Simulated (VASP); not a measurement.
Here is a VASP 6.6.1 calculation.

INCAR

```
SYSTEM = Na2S
ALGO = Normal
EDIFF = 1E-7
ENCUT = 520
GGA = PE
ISIF = 2
ISMEAR = -1
LASPH = .TRUE.
LCHARG = .FALSE.
LREAL = .FALSE.
LWAVE = .FALSE.
NBANDS = 17
NELM = 60
PREC = Accurate
SIGMA = 0.05
```

File KPOINTS:

```
k-points
0
G
  7 7 7
  0 0 0
```

POSCAR

```
Na2S
1.0
    0.0000000000      3.2735000000      3.2735000000
    3.2735000000      0.0000000000      3.2735000000
    3.2735000000      3.2735000000      0.0000000000
S Na
1 2
Direct
    0.0024510000     -0.0041760000     -0.0004570000
    0.7428650000      0.7467610000      0.7588160000
    0.2636860000      0.2420640000      0.2423930000
```

Potentials or basis: VASP PAW PBE potentials, release 64 (S, Na_pv).

Command:

```bash
$ cat potpaw_PBE.64/S/POTCAR potpaw_PBE.64/Na_pv/POTCAR > POTCAR
$ mpirun -np 1 vasp_std > vasp.out
```

(1) Estimate the largest force.

(2) What does it give for the pressure?

(3) Estimate the band gap on the k mesh.

Results:

(1) 0.135 eV/Å.

(2) 0.3 GPa.

(3) 2.45 eV, direct.
